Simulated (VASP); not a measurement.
# ScHO2 (R-3m) in VASP: a series of runs

Runs on ScHO2. Level: PBEsol. Tasks: single point.

All numbers are computed with VASP 6.6.1; they aren't measurements. Logs are shortened: lines on timing, memory, paths and dates and some standing lists are left out, and cuts for length are marked.

## Step 1: The crystal as given

Symmetry: R-3m, No. 166, trigonal system. Conventional cell: a = 3.287 Å, b = 3.287 Å, c = 13.593 Å, α = 90.00°, β = 90.00°, γ = 120.00°. Around Sc (site symmetry -3m) lie 6 O at 2.17 Å. H (site symmetry -3m) has 2 O at 1.22 Å as nearest neighbours. O (site symmetry 3m) is surrounded by 1 H at 1.22 Å.

The cell comes from a database or a generator and needn't be the stable form of this composition.

## Step 2: Single point, PBEsol

Contents of INCAR:

```
SYSTEM = ScHO2
  PREC = Accurate
  ENCUT = 520
  EDIFF = 1E-6
  ISMEAR = 0
  SIGMA = 0.01
  LREAL = .FALSE.
  LASPH = .TRUE.
  NELM = 100
  ALGO = Normal
  ISIF = 2
  LWAVE = .FALSE.
  LCHARG = .FALSE.
  GGA = PS
  NBANDS = 20
```

Contents of KPOINTS:

```
Automatic mesh
0
G
  6 6 6
  0 0 0
```

Contents of POSCAR:

```
ScHO2
1.0
    1.6435331667      0.9488956667      4.5309200000
   -1.6435331667      0.9488956667      4.5309200000
    0.0000000000     -1.8977913333      4.5309200000
Sc H O
1 1 2
Direct
    0.0000000000      0.0000000000      0.0000000000
    0.5000000000      0.5000000000      0.5000000000
    0.5897000000      0.5897000000      0.5897000000
    0.4103000000      0.4103000000      0.4103000000
```

Potentials or basis: VASP PAW PBE potentials, release 64 (Sc_sv, H, O).

The run is started by

```console
> cat potpaw_PBE.64/Sc_sv/POTCAR potpaw_PBE.64/H/POTCAR potpaw_PBE.64/O/POTCAR > POTCAR
> mpirun -np 1 vasp_std > vasp.out
```

OUTCAR:

```text
SYSTEM = ScHO2
   PREC = Accurate
   ENCUT = 520
   EDIFF = 1E-6
   ISMEAR = 0
   LREAL = .FALSE.
   LASPH = .TRUE.
   NELM = 100
   ISIF = 2
   GGA = PS

 ion  position               nearest neighbor table
   1  0.000  0.000  0.000-   3 2.17   3 2.17   4 2.17   4 2.17   3 2.17   4 2.17
   2  0.500  0.500  0.500-   3 1.22   4 1.22
   3  0.590  0.590  0.590-   2 1.22   1 2.17   1 2.17   1 2.17
   4  0.410  0.410  0.410-   2 1.22   1 2.17   1 2.17   1 2.17

  LATTYP: Found a trigonal (rhomboedric) cell.
 ALAT       =     4.9123151673
 COS(alpha) =     0.7761199716

  Lattice vectors:

 A1 = (   1.6435331667,   0.9488956667,   4.5309200000)
 A2 = (  -1.6435331667,   0.9488956667,   4.5309200000)
 A3 = (   0.0000000000,  -1.8977913333,   4.5309200000)

Analysis of symmetry for initial positions (statically):
=====================================================================
 Subroutine PRICEL returns:
 Original cell was already a primitive cell.

 Routine SETGRP: Setting up the symmetry group for a
 trigonal (rhombohedral) supercell.

 Subroutine GETGRP returns: Found 12 space group operations
 (whereof 12 operations were pure point group operations)
 out of a pool of 12 trial point group operations.

The static configuration has the point symmetry D_3d.

Analysis of symmetry for dynamics (positions and initial velocities):
=====================================================================
 Subroutine PRICEL returns:
 Original cell was already a primitive cell.

 Routine SETGRP: Setting up the symmetry group for a
 trigonal (rhombohedral) supercell.

 Subroutine GETGRP returns: Found 12 space group operations
 (whereof 12 operations were pure point group operations)
 out of a pool of 12 trial point group operations.

The dynamic configuration has the point symmetry D_3d.

 Subroutine INISYM returns: Found 12 space group operations
 (whereof 12 operations are pure point group operations),
 and found     1 'primitive' translations

----------------------------------------------------------------------------------------

                                     Primitive cell

  volume of cell :      42.3969

  direct lattice vectors                    reciprocal lattice vectors
     1.643533167  0.948895667  4.530920000     0.304222641  0.175642774  0.073568576
    -1.643533167  0.948895667  4.530920000    -0.304222641  0.175642774  0.073568576
     0.000000000 -1.897791333  4.530920000     0.000000000 -0.351285547  0.073568576

  length of vectors
     4.912315167  4.912315167  4.912315950     0.358906860  0.358906860  0.358906493

  position of ions in fractional coordinates (direct lattice)
     0.000000000  0.000000000  0.000000000
     0.500000000  0.500000000  0.500000000
     0.589700000  0.589700000  0.589700000
     0.410300000  0.410300000  0.410300000

  ion indices of the primitive-cell ions
   primitive index   ion index
                 1           1
                 2           2
                 3           3
                 4           4

----------------------------------------------------------------------------------------

 KPOINTS: Automatic mesh

Automatic generation of k-mesh.
 Grid dimensions read from file:
 generate k-points for:    6    6    6

 Generating k-lattice:

  Cartesian coordinates                     Fractional coordinates (reciprocal lattice)
     0.050703773  0.029273796  0.012261429     0.166666667  0.000000000  0.000000000
    -0.050703773  0.029273796  0.012261429     0.000000000  0.166666667  0.000000000
     0.000000000 -0.058547591  0.012261429     0.000000000  0.000000000  0.166666667

  Length of vectors
     0.059817810  0.059817810  0.059817749

  Shift w.r.t. Gamma in fractional coordinates (k-lattice)
     0.000000000  0.000000000  0.000000000

 Subroutine IBZKPT returns following result:
 ===========================================

 Found     32 irreducible k-points:

 Following reciprocal coordinates:
            Coordinates               Weight
  0.000000  0.000000  0.000000      1.000000
  0.166667  0.000000  0.000000      6.000000
  0.333333  0.000000  0.000000      6.000000
  0.500000 -0.000000  0.000000      3.000000
  0.166667  0.166667  0.000000      6.000000
  0.333333  0.166667  0.000000     12.000000
[... 16 lines left out ...]
  0.500000  0.500000  0.166667      6.000000
 -0.333333  0.500000  0.166667     12.000000
 [... further k-points ...]
   k-points           NKPTS =     32   k-points in BZ     NKDIM =     32   number of bands    NBANDS=     20
   number of dos      NEDOS =    301   number of ions     NIONS =      4
   total plane-waves  NPLWV =  64000
   dimension x,y,z NGX =    40 NGY =   40 NGZ =   40
   dimension x,y,z NGXF=    80 NGYF=   80 NGZF=   80
   ions per type =               1   1   2
   NGX,Y,Z   is equivalent  to a cutoff of  13.54, 13.54, 13.54 a.u.
   NGXF,Y,Z  is equivalent  to a cutoff of  27.07, 27.07, 27.07 a.u.
 SYSTEM =  ScHO2
   PREC   = accura    normal or accurate (medium, high low for compatibility)
   ISTART =      0    job   : 0-new  1-cont  2-samecut
   ICHARG =      2    charge: 1-file 2-atom 10-const
   ISPIN  =      1    spin polarized calculation?
   LNONCOLLINEAR =      F non collinear calculations
   LSORBIT =      F    spin-orbit coupling
   LASPH  =      T    aspherical Exc in radial PAW
   ENCUT  =  520.0 eV  38.22 Ry    6.18 a.u.   9.13  9.13  9.13*2*pi/ulx,y,z
   NELM   =    100;   NELMIN=  2; NELMDL= -5     # of ELM steps
   EDIFF  = 0.1E-05   stopping-criterion for ELM
   LREAL  =      F    real-space projection
   EDIFFG = 0.1E-04   stopping-criterion for IOM
   NSW    =      0    number of steps for IOM
   IBRION =     -1    ionic relax: 0-MD 1-quasi-New 2-CG
   NFREE  =      0    steps in history (QN), initial steepest desc. (CG)
   ISIF   =      2    stress and relaxation
   ISYM   =      2    0-nonsym 1-usesym 2-fastsym
   POTIM  = 0.5000    time-step for ionic-motion
   TEBEG  =    0.0;   TEEND  =   0.0 temperature during run
   PSTRESS=    0.0 pullay stress
   NELECT =      24.0000    total number of electrons
   NUPDOWN=      -1.0000    fix difference up-down
   EMIN   =  10.00;   EMAX   =-10.00  energy-range for DOS
   EFERMI =   0.00;   METHOD = LEGACY
   ISMEAR =     0;   SIGMA  =   0.01  broadening in eV -4-tet -1-fermi 0-gaus
   EFERMI_NEDOS =   21; number of points for ismear=-14 and -15
   IALGO  =     38    algorithm
   IMIX   =      4    mixing-type and parameters
     AMIX     =   0.40;   BMIX     =  1.00
     AMIX_MAG =   1.60;   BMIX_MAG =  1.00
  volume/ion in A,a.u.               =      10.60        71.53
  Fermi-wavevector in a.u.,A,eV,Ry     =   1.354255  2.559170 24.953168  1.834006
  Thomas-Fermi vector in A             =   2.481442
   LORBIT       =      0    0 simple, 1 ext, 2 COOP (PROOUT), +10 PAW based schemes
   GGA     = PS    functional components
   LHFCALC =     F    Hartree Fock is set to
   AEXX    =    0.0000 exact exchange contribution
   IVDW    =     0    specifies the selected vdW correction
   LEPSILON=     F    determine dielectric tensor
   LRPA    =     F    only Hartree local field effects (RPA)
 non-spin polarized calculation
 Gauss-broadening in eV      SIGMA  =   0.01
  energy-cutoff  :      520.00
  volume of cell :       42.40
 maximum number of plane-waves:      1158
 NGX is ok and might be reduce to    40
   NGX = 19   NGY = 19   NGZ = 19

 number of electron      24.0000004 magnetization

 Free energy of the ion-electron system (eV)
  ---------------------------------------------------
  ext. energy  EPLUGINS =         0.00000000
  ---------------------------------------------------
  free energy    TOTEN  =       -30.79655239 eV

  energy without entropy =      -30.79655239  energy(sigma->0) =      -30.79655239

 E-fermi :   1.1883     XC(G=0): -10.2253

 val. band max:        1.0666207008   @ k =  -0.1667   0.1667   0.0000
 cond. band min:       4.9222333850   @ k =   0.5000   0.5000   0.0000
 fundamental gap:      3.8556126842
 Fermi energy:         1.1883336955

 k-point     1 :       0.0000    0.0000    0.0000
  band No.  band energies     occupation
      1     -46.2861      2.00000
      2     -25.1204      2.00000
      3     -24.8087      2.00000
      4     -24.8087      2.00000
      5     -16.3572      2.00000
      6     -14.1876      2.00000
[... 12 lines left out ...]
     19      11.5695      0.00000
     20      15.7788      0.00000

 k-point     2 :       0.1667    0.0000    0.0000
  band No.  band energies     occupation
      1     -46.2745      2.00000
      2     -25.0919      2.00000
      3     -24.9341      2.00000
      4     -24.8298      2.00000
      5     -16.1484      2.00000
      6     -14.3144      2.00000
[... 12 lines left out ...]
     19      12.6700      0.00000
     20      15.7207      0.00000

 k-point     3 :       0.3333    0.0000    0.0000
  band No.  band energies     occupation
      1     -46.2512      2.00000
      2     -25.1794      2.00000
      3     -25.0263      2.00000
      4     -24.8718      2.00000
      5     -15.7223      2.00000
      6     -14.5760      2.00000
[... 12 lines left out ...]
     19      13.3679      0.00000
     20      14.4783      0.00000

 k-point     4 :       0.5000   -0.0000    0.0000
  band No.  band energies     occupation
      1     -46.2395      2.00000
      2     -25.2925      2.00000
      3     -24.9969      2.00000
      4     -24.8926      2.00000
      5     -15.4930      2.00000
      6     -14.7220      2.00000
[... 429 lines left out ...]
 k-point    23 :       0.5000    0.5000    0.1667
  band No.  band energies     occupation
      1     -46.2512      2.00000
      2     -25.1729      2.00000
      3     -25.0315      2.00000
      4     -24.8721      2.00000
      5     -15.8328      2.00000
      6     -14.4738      2.00000
[... 12 lines left out ...]
     19      12.3696      0.00000
     20      13.7480      0.00000

 k-point    24 :      -0.3333    0.5000    0.1667
  band No.  band energies     occupation
      1     -46.2395      2.00000
      2     -25.2198      2.00000
      3     -25.0051      2.00000
      4     -24.9588      2.00000
      5     -15.7824      2.00000
      6     -14.3894      2.00000
[... 12 lines left out ...]
     19      12.9526      0.00000
     20      13.7551      0.00000

 [... further k-points ...]

------------------------ aborting loop because EDIFF is reached ----------------------------------------

  FORCE on cell =-STRESS in cart. coord.  units (eV):
  Direction    XX          YY          ZZ          XY          YZ          ZX
  --------------------------------------------------------------------------------------
  -------------------------------------------------------------------------------------
  Total       -2.6944907     -2.6944983     -1.6952393      0.0000000     -0.0000000     -0.0000000
  in kB     -101.8245932   -101.8248830    -64.0629604      0.0000000     -0.0000000     -0.0000000
  external PRESSURE =     -89.2374789 kB  Pullay stress =       0.0000000 kB

 VOLUME and BASIS-vectors are now :
 -----------------------------------------------------------------------------
  energy-cutoff  :      520.00
  volume of cell :       42.40
      direct lattice vectors                 reciprocal lattice vectors
     1.643533167  0.948895667  4.530920000     0.304222641  0.175642774  0.073568576
    -1.643533167  0.948895667  4.530920000    -0.304222641  0.175642774  0.073568576
     0.000000000 -1.897791333  4.530920000     0.000000000 -0.351285547  0.073568576

 POSITION                                       TOTAL-FORCE (eV/Angst)
 -----------------------------------------------------------------------------------
      0.00000      0.00000      0.00000        -0.000000     -0.000000      0.000000
      0.00000      0.00000      6.79638         0.000000      0.000000      0.000000
      0.00000      0.00000      8.01565         0.000000      0.000000      0.441432
      0.00000      0.00000      5.57711         0.000000     -0.000000     -0.441432
 -----------------------------------------------------------------------------------
    total drift:                                0.000000      0.000000     -0.000000

  FREE ENERGIE OF THE ION-ELECTRON SYSTEM (eV)
  ---------------------------------------------------
  free  energy   TOTEN  =       -30.7965523909 eV

  energy  without entropy=      -30.7965523909  energy(sigma->0) =      -30.79655239
```

Wall time 60 s (1 thread of Intel Xeon Platinum 8488C (Sapphire Rapids), shared host); peak memory 0.24 GiB.

Results:

| Quantity | Value |
| --- | --- |
| Free energy | -30.7966 eV |
| Pressure | -8.9 GPa |
| Largest force | 0.441 eV/Å |
| Band gap on the k mesh | 3.86 eV, indirect (least direct gap 4.19 eV) |

Forces in eV/Å, atoms in the order of the input:
```
Sc   0.000  0.000  0.000
H    0.000  0.000  0.000
O    0.000  0.000  0.441
O    0.000  0.000 -0.441
```

Stress tensor (GPa, compression positive):
```
-10.18   0.00   0.00
  0.00 -10.18   0.00
  0.00   0.00  -6.41
```

Caveat: the PAW data sets were made with another functional, which shifts forces and pressure a little. PBEsol gaps usually lie below the measured ones, often by a third to a half.

(Continued in part 2 of 2.)
